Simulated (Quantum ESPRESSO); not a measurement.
AlRu, 2 atoms in the cell. The structure is cubic, space group Pm-3m (No. 221). Conventional cell: a = 2.992 Å, b = 2.992 Å, c = 2.992 Å, α = 90.00°, β = 90.00°, γ = 90.00°. Around Ru (site symmetry m-3m) lie 8 Al at 2.59 Å. Al (site symmetry m-3m) has 8 Ru at 2.59 Å as nearest neighbours. 

```yaml
Program: Quantum ESPRESSO 7.5
Task: phonons
Functional: PBE
Potentials_or_basis: GBRV 1.5 PBE
Cutoff: 612 eV
Density_cutoff: 4898 eV
k_mesh: 9 × 9 × 9
Occupations: cold, width 0.2 eV
Spin: no spin polarisation
Mixing_beta: 0.5
Most_SCF_iterations: 120
SCF_threshold: 4e-10 Ry
```

Potentials or basis: GBRV 1.5 PBE.

Run with:

```bash
$ OMP_NUM_THREADS=1 pw.x -in pw.in > pw.out
$ OMP_NUM_THREADS=1 pw.x -in scf2.in > scf2.out
$ OMP_NUM_THREADS=1 ph.x -in ph.in > ph.out
$ OMP_NUM_THREADS=1 dynmat.x -in dynmat.in > dynmat.out
```

Hardware: 1 thread of Arm Neoverse V1 (shared host).

**Question.** Estimate the wall time of this run.

**Answer.** Run time: 110 s on 1 thread of Arm Neoverse V1, with other jobs on the host, peak memory 0.11 GiB. Counts: scf iterations 15, k pools 1, bands 16, k points 35, g dense 20815.
